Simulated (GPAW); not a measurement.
# As (Pm-3m) in GPAW: further runs, part 2 of 2

GPAW 26.7.0.

### Step 4. Relaxation of cell and atoms, PBEsol, target pressure 5 GPa, at which the enthalpy is minimised

The input, run.py:

```python
from ase import Atoms
from ase.filters import FrechetCellFilter
from ase.io import write
from ase.optimize import BFGS
from ase.units import GPa
from gpaw import GPAW, PW, setup_paths

setup_paths.insert(0, '.')

atoms = Atoms(['As'],
              cell=[[2.7036817444, 0.0, 0.0],
                    [0.0, 2.7036817444, 0.0],
                    [0.0, 0.0, 2.7036817444]],
              scaled_positions=[[0.5, 0.5, 0.5]],
              pbc=True)

calc = GPAW(mode=PW(600),
            xc='PBEsol',
            kpts={'size': (10, 10, 10), 'gamma': True},
            occupations={'name': 'fermi-dirac', 'width': 0.05},
            nbands=9,
            convergence={'density': 1e-05, 'forces': 0.0001},
            maxiter=150,
            txt='gpaw.txt')
atoms.calc = calc
opt = BFGS(FrechetCellFilter(atoms, scalar_pressure=5 * GPa), trajectory='relax.traj', logfile='-')
done = opt.run(fmax=0.02, steps=60)
calc.write('gs.gpw')
write('result.traj', atoms)
print('Converged:', done)
print('Cell:', atoms.cell.cellpar().round(4))
print('Volume:', round(atoms.get_volume(), 4))
print(atoms.get_scaled_positions().round(5))
```

Command:

```sh
gpaw-setup -f PBEsol As
OMP_NUM_THREADS=1 python run.py
```

Run time: 20 s. Hardware: 1 thread of Arm Neoverse V1, shared host; peak memory 0.15 GiB.

Results (log left out):

| Property | Result |
| --- | --- |
| Free energy | -5.0284 eV |
| Relaxed volume | 18.52 Å³/atom |
| Relaxed cell | a = 2.646 Å, b = 2.646 Å, c = 2.646 Å, α = 90.00°, β = 90.00°, γ = 90.00° |
| Space group after relaxing (to 0.05 Å) | Pm-3m (No. 221) |
| Energy change on relaxing (the enthalpy is what falls) | +12.2 meV/atom |
| Ionic steps | 4 |
| Pressure after relaxing | 5.0 GPa |
| Band gap on the k mesh | none (metal or under the smearing width) |

Step by step:
```csv
step,energy change (eV),largest force (eV/Å),pressure (GPa),volume (Å³)
1,0.0000,0.0000,-1.48,19.76
2,0.0003,0.0000,1.67,19.10
3,0.0138,0.0000,5.31,18.46
4,0.0122,0.0000,4.99,18.52
```

Final structure:
```cif
data_structure
_symmetry_space_group_name_H-M 'P 1'
_symmetry_Int_Tables_number 1
_cell_length_a 2.6455
_cell_length_b 2.6455
_cell_length_c 2.6455
_cell_angle_alpha 90.000
_cell_angle_beta 90.000
_cell_angle_gamma 90.000
_cell_volume 18.52
loop_
_atom_site_label
_atom_site_type_symbol
_atom_site_fract_x
_atom_site_fract_y
_atom_site_fract_z
_atom_site_occupancy
As1 As 0.50000 0.50000 0.50000 1
```

Levels at points of the mesh, in eV from the Fermi level:
| k point | band 1 | band 2 | band 3 | band 4 | band 5 |
| --- | --- | --- | --- | --- | --- |
| (0.00, 0.00, 0.00) | -15.56 | 4.46 | 4.46 | 4.46 | 8.69 |
| (0.50, 0.00, 0.00) | -12.11 | -7.46 | 7.01 | 7.01 | 11.64 |
| (0.50, 0.50, 0.00) | -8.48 | -4.56 | -4.56 | 2.16 | 9.41 |
| (0.50, 0.50, 0.50) | -4.39 | -1.89 | -1.89 | -1.89 | 5.85 |

Caveat: later steps reuse the first step's grids.

### Step 5. Relaxation of cell and atoms, PBEsol, target pressure 10 GPa, at which the enthalpy is minimised

Changes to run.py since step 4:

```diff
@@ -25,3 +25,3 @@
 atoms.calc = calc
-opt = BFGS(FrechetCellFilter(atoms, scalar_pressure=5 * GPa), trajectory='relax.traj', logfile='-')
+opt = BFGS(FrechetCellFilter(atoms, scalar_pressure=10 * GPa), trajectory='relax.traj', logfile='-')
 done = opt.run(fmax=0.02, steps=60)
```

Potentials or basis: PAW data sets generated in the run's folder for this functional, pw.

Command:

```sh
gpaw-setup -f PBEsol As
OMP_NUM_THREADS=1 python run.py
```

gpaw.txt:

```text
__  _  _
 | _ |_)|_||  |
 |__||  | ||/\| - 26.7.0

Input parameters:
  mode=PW(ecut=600.0),
  convergence={'density': 1e-05, 'forces': 0.0001},
  kpts=MonkhorstPack(size=(10, 10, 10), gamma=True),
  maxiter=150,
  nbands=9,
  occupations=Occupations(name='fermi-dirac', width=0.05),
  xc=XC(name='PBEsol')

Diagonalizing LCAO Hamiltonian
Converting LCAO to pw mode
   .------.
  /|      |
 * |      |
 | .-As---.
 |/      /
 *------*

Atoms  # Å, Bohr magnetons
|   | symbol |        x |        y |        z |    initial magnetic moments |
|---|--------|----------|----------|----------|-----------------------------|
| 0 |     As | 1.351841 | 1.351841 | 1.351841 | ( 0.0000,  0.0000,  0.0000) |

Unit cell  # Å
[... 696 lines left out ...]
| -0.00000 | -0.00000 | -0.00000 |  # As   0

Interpolating wave functions to new cell

       As

Atoms  # Å, Bohr magnetons
|   | symbol |        x |        y |        z |    initial magnetic moments |
|---|--------|----------|----------|----------|-----------------------------|
| 0 |     As | 1.305536 | 1.305536 | 1.305536 | ( 0.0000,  0.0000,  0.0000) |

Unit cell  # Å
| periodic |         x |        y |         z |  lengths |    angles |
|----------|-----------|----------|-----------|----------|-----------|
|      yes |  2.611071 | 0.000000 | -0.000000 | 2.611071 | 90.000000 |
|      yes | -0.000000 | 2.611071 |  0.000000 | 2.611071 | 90.000000 |
|      yes |  0.000000 | 0.000000 |  2.611071 | 2.611071 | 90.000000 |

Number of symmetries: 48
Symmetry operations  # r_c * U_cc + t_c -> r_c
|    | kind |            matrix            |
|----|------|------------------------------|
|  0 |  E   |  1, 0, 0,  0, 1, 0,  0, 0, 1 |
|  1 |  σ   |  1, 0, 0,  0, 1, 0,  0, 0,-1 |
|  2 |  σ   |  1, 0, 0,  0, 0, 1,  0, 1, 0 |
|  3 |  C4  |  1, 0, 0,  0, 0, 1,  0,-1, 0 |
|  4 |  C4  |  1, 0, 0,  0, 0,-1,  0, 1, 0 |
|  5 |  σ   |  1, 0, 0,  0, 0,-1,  0,-1, 0 |
|  6 |  σ   |  1, 0, 0,  0,-1, 0,  0, 0, 1 |
|  7 |  C2  |  1, 0, 0,  0,-1, 0,  0, 0,-1 |
|  8 |  σ   |  0, 1, 0,  1, 0, 0,  0, 0, 1 |
[... 194 lines left out ...]
Stress tensor  # eV/Ang^3
|         x |         y |         z |
|-----------|-----------|-----------|
| -0.062131 | -0.000000 | -0.000000 |
| -0.000000 | -0.062131 | -0.000000 |
| -0.000000 | -0.000000 | -0.062131 |

Forces  # eV/Ang
|       x |        y |        z |
|---------|----------|----------|
| 0.00000 | -0.00000 | -0.00000 |  # As   0

# Writing to gs.gpw (mode='')
```

It took 21 s on 1 thread of Arm Neoverse V1, shared host; peak memory 0.15 GiB.

Results:

| Quantity | Value |
| --- | --- |
| Free energy | -4.9954 eV |
| Relaxed volume | 17.80 Å³/atom |
| Relaxed cell | a = 2.611 Å, b = 2.611 Å, c = 2.611 Å, α = 90.00°, β = 90.00°, γ = 90.00° |
| Space group after relaxing (to 0.05 Å) | Pm-3m (No. 221) |
| Energy change on relaxing (the enthalpy is what falls) | +45.0 meV/atom |
| Ionic steps | 4 |
| Pressure after relaxing | 10.0 GPa |
| Band gap on the k mesh | none (metal or under the smearing width) |

Step by step:
| step | energy change (eV) | largest force (eV/Å) | pressure (GPa) | volume (Å³) |
| --- | --- | --- | --- | --- |
| 1 | 0.0000 | 0.0000 | -1.48 | 19.76 |
| 2 | 0.0097 | 0.0000 | 4.47 | 18.60 |
| 3 | 0.0525 | 0.0000 | 10.86 | 17.69 |
| 4 | 0.0450 | 0.0000 | 9.95 | 17.80 |

Final structure:
```cif
data_structure
_symmetry_space_group_name_H-M 'P 1'
_symmetry_Int_Tables_number 1
_cell_length_a 2.6111
_cell_length_b 2.6111
_cell_length_c 2.6111
_cell_angle_alpha 90.000
_cell_angle_beta 90.000
_cell_angle_gamma 90.000
_cell_volume 17.80
loop_
_atom_site_label
_atom_site_type_symbol
_atom_site_fract_x
_atom_site_fract_y
_atom_site_fract_z
_atom_site_occupancy
As1 As 0.50000 0.50000 0.50000 1
```

Caveat: later steps reuse the first step's grids.

### Step 6. The runs side by side

```csv
cell,target pressure,gap on the mesh (eV),pressure (GPa)
relaxed,-,none,0.0
relaxed to 2 GPa,2 GPa,none,2.1
relaxed to 5 GPa,5 GPa,none,5.0
relaxed to 10 GPa,10 GPa,none,10.0
```

Alike in all rows: task relaxation of cell and atoms; level PBEsol; potentials or basis PAW data sets generated in the run's folder for this functional, pw; no spin polarisation; k mesh 10 × 10 × 10; cutoff (eV) 600; smearing fermi-dirac 0.05 eV.

Caveats: later steps reuse the first step's grids.

Total energies depend on the potentials used, so only differences within one code and one set of settings carry meaning.
